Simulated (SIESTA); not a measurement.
# BAs under changes of volume

One of the cells (13.626 Å³/atom); the others are scaled copies at fixed shape and fractional positions:

```
As B
1.0
     0.00000    2.38850    2.38850
     2.38850    0.00000    2.38850
     2.38850    2.38850    0.00000
As B
1 1
Direct
  0.75000 0.75000 0.75000
  0.00000 0.00000 0.00000
```

| Property | Result |
| --- | --- |
| Program | SIESTA 5.4.2 |
| Functional | PBE |
| Potentials or basis | PseudoDojo 0.4 standard (PBE files) |
| Basis | SZ (energy shift 0.002 Ry) |
| Grid cutoff | 500 Ry |
| Energy shift | 0.002 Ry |
| k mesh | 10 × 10 × 10 |
| Occupations | fermi-dirac, width 0.05 eV |
| Spin | no spin polarisation |

| volume (Å³/atom) | energy over the lowest point (meV/atom) | pressure (GPa) | gap on the mesh (eV) |
| --- | --- | --- | --- |
| 12.809 | ? | ? | ? |
| 13.081 | 95.50 | 19.6 | 3.01 |
| 13.354 | 65.33 | 15.9 | 2.98 |
| 13.626 | 41.27 | 12.4 | 2.95 |
| 13.899 | 22.89 | 9.4 | 2.92 |
| 14.171 | 9.20 | 6.8 | 2.89 |
| 14.444 | 0.00 | 4.0 | 2.87 |

Task: What does the run at 12.809 Å³/atom give?

Result: Energy over the lowest point 132.34 meV/atom; pressure 23.9 GPa; gap on the mesh 3.05 eV.

Worked out: A Birch-Murnaghan fit of order 3 (a polynomial in V^(-2/3)) to the other rows has no minimum within the range. It gives 132.52 meV/atom at 12.809 Å³/atom, against the run's 132.34, and -dE/dV = 24.0 GPa, against 23.9. A straight line through the other rows of the gap, of slope -1.44 eV per unit of ln V, extrapolates to 3.04 eV, against the run's 3.05.

Energies are extrapolated to zero smearing.

Caveats: the basis has no polarisation orbitals; the basis of atomic orbitals isn't converged, which shifts pressures, moduli and gaps.

A mesh can miss the band edges. Spin-orbit coupling on As is left out.
